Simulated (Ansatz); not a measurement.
# Mg5O4: the cost of one run

Computed with Ansatz 0.2.0 (DFT PBE, scalar-relativistic, plane waves, PAW, unless a step's input says otherwise).

The COD cell was measured well above room temperature, so it is larger than a cold one.

1 further run of the same task is left out (set aside as unsound or not needed).

### Step 1. The structure to begin with

Symmetry: Fm-3m, No. 225, cubic system. The conventional cell has a = 4.254 Å, b = 4.254 Å, c = 4.254 Å, α = 90.00°, β = 90.00°, γ = 90.00°. Around Mg (site symmetry m-3m) lie 6 O at 2.13 Å. O (site symmetry m-3m) has 6 Mg at 2.13 Å as nearest neighbours.

Structure file:

```cif
data_structure
_symmetry_space_group_name_H-M 'P 1'
_symmetry_Int_Tables_number 1
_cell_length_a 3.0079
_cell_length_b 3.0079
_cell_length_c 3.0079
_cell_angle_alpha 60.000
_cell_angle_beta 60.000
_cell_angle_gamma 60.000
_cell_volume 19.24
loop_
_atom_site_label
_atom_site_type_symbol
_atom_site_fract_x
_atom_site_fract_y
_atom_site_fract_z
_atom_site_occupancy
Mg1 Mg 0.00000 0.00000 0.00000 1
O1 O 0.50000 0.50000 0.50000 1
```

It is the result of an earlier relaxation at this level (volume 9.62 Å³/atom; gap on the mesh: 4.46 eV).

Bulk energy on matching settings, from an earlier run: -1247.0695 eV/atom.

### Step 2. The (111) slab

Planes are indexed in the bulk's conventional cell (Fm-3m (No. 225)), a = 4.254 Å, b = 4.254 Å, c = 4.254 Å, α = 90.00°, β = 90.00°, γ = 90.00°.

The slab is a (111) slab, 9.8 Å thick as cut, with 15 Å of vacuum; its outer planes are Mg (top) and Mg (bottom).

The slab as cut. Its planes from the bottom up:

```
plane  atoms per cell  height over the lowest (Å)
    1              Mg                        0.00
    2               O                        1.23
    3              Mg                        2.46
    4               O                        3.68
    5              Mg                        4.91
    6               O                        6.14
    7              Mg                        7.37
    8               O                        8.60
    9              Mg                        9.82
```

### Step 3. The slab as cut, atoms at the bulk's places

The cell repeats along c, and a dipole correction in the vacuum removes the field between the copies.

input.yaml reads:

```yaml
crystal:
  lattice:
    - [3.0079232189, 0.0, 0.0]
    - [-1.5039616095, 2.6049379202, 0.0]
    - [0.0, 0.0, 24.8238360958]
  atoms:
    - { symbol: Mg, position: [0.6666666667, 0.3333333333, 0.3021289687] }
    - { symbol: O, position: [0.0, 0.0, 0.3515967266] }
    - { symbol: Mg, position: [0.3333333333, 0.6666666667, 0.4010644844] }
    - { symbol: O, position: [0.6666666667, 0.3333333333, 0.4505322422] }
    - { symbol: Mg, position: [0.0, 0.0, 0.5] }
    - { symbol: O, position: [0.3333333333, 0.6666666667, 0.5494677578] }
    - { symbol: Mg, position: [0.6666666667, 0.3333333333, 0.5989355156] }
    - { symbol: O, position: [0.0, 0.0, 0.6484032734] }
    - { symbol: Mg, position: [0.3333333333, 0.6666666667, 0.6978710313] }
basis:
  ecutwfc: 420
kpoints:
  mp_grid: { grid: [9, 9, 1] }
hamiltonian:
  xc: pbe
scf:
  occupations: { method: gaussian, width: 0.05 }
output:
  forces: true
  stress: true
  eigenvalues: true
  write_density: true
  write_potential: true
  elf: true
  volumetric_format: npy
efield:
  axis: 3
  dipole_correction: true
  ramp_width: 0.04
```

On the command line:

```console
> ansatz run input.yaml --threads 1 --pin off --max-ram 2560MiB --backend cpu --events-out ev --progress --plain --runs-dir out
```

What time and memory should one allow on 1 thread of Intel Xeon Platinum 8259CL at 2.50GHz (Skylake/Cascade Lake), shared host?

About 18 s, with a peak of 0.45 GiB.
